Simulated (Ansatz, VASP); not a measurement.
**W: VASP beside Ansatz**

The input INCAR:

```
SYSTEM = W
PREC = Accurate
ENCUT = 520
EDIFF = 1E-6
ISMEAR = -1
SIGMA = 0.1
LREAL = .FALSE.
LASPH = .TRUE.
NELM = 60
ALGO = Normal
ISIF = 2
LWAVE = .FALSE.
LCHARG = .FALSE.
NBANDS = 13
```

The input KPOINTS:

```
Automatic mesh
0
G
  15 15 15
  0 0 0
```

File POSCAR:

```
W
1.0
    0.0000000000      1.9871056548      1.9871056548
    1.9871056548      0.0000000000      1.9871056548
    1.9871056548      1.9871056548      0.0000000000
W
1
Direct
    0.0000000000      0.0000000000      0.0000000000
```

Input for Ansatz:

```yaml
crystal:
  lattice:
    - [0.0, 1.9871056548, 1.9871056548]
    - [1.9871056548, 0.0, 1.9871056548]
    - [1.9871056548, 1.9871056548, 0.0]
  atoms:
    - { symbol: W, position: [0.0, 0.0, 0.0] }
hamiltonian:
  xc: lda
  pseudopotentials:
    kind: paw
    azcp:
      W: "pseudopotentials/W.paw.azcp"
basis:
  ecutwfc: 420
  fft_grid_basis: typed
kpoints:
  mp_grid: { grid: [15, 15, 15], shift: [0, 0, 0] }
magnetization:
  spin_polarized: false
scf:
  occupations: { method: fermi_dirac, width: 0.1 }
  lower_state_search: "off"
output:
  stress: true
```

Alike in both runs: task single point; functional LDA; k mesh 15 × 15 × 15; occupations fermi-dirac, width 0.1 eV; no spin polarisation.

```csv
,VASP,Ansatz
version,VASP 6.6.1,Ansatz 0.2.0
potentials or method,"VASP PAW LDA potentials, release 64 (W_sv)","plane waves (420 eV) with PAW, scalar-relativistic"
plane-wave cutoff (eV),520,420
valence electrons in the cell,14,14
```

```csv
,VASP,Ansatz,Ansatz less VASP
pressure (GPa),1.4,-0.4,-1.83
```

Ansatz warned: «pseudo_functional_mismatch».

Spin-orbit coupling is left out, which matters for the levels of W.
